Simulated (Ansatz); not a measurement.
CsI (CsCl type, Pm-3m), plane-wave PAW LDA (Ansatz code): ε∞ = 3.71, cell volume 85.26 Å³. Infrared-active transverse modes:

```csv
ω_TO (cm⁻¹),oscillator strength S_xx (e²/amu)
68.4,0.02671
```

Question: Compute the static dielectric constant.

Answer: Each mode adds (4.921e7/V) S/ω²: 3.29. So ε0 = 7.00.

Question: What LO frequency does the Lyddane–Sachs–Teller relation give?

Answer: ω_LO = ω_TO √(ε0/ε∞) = 94 cm⁻¹.

The cell was relaxed with LDA under the symmetry of its start; phonons on a q-mesh show no instability. Scalar-relativistic: spin–orbit coupling is off unless named, which matters more the heavier the elements.

Potentials: the later of the program's two PAW sets.
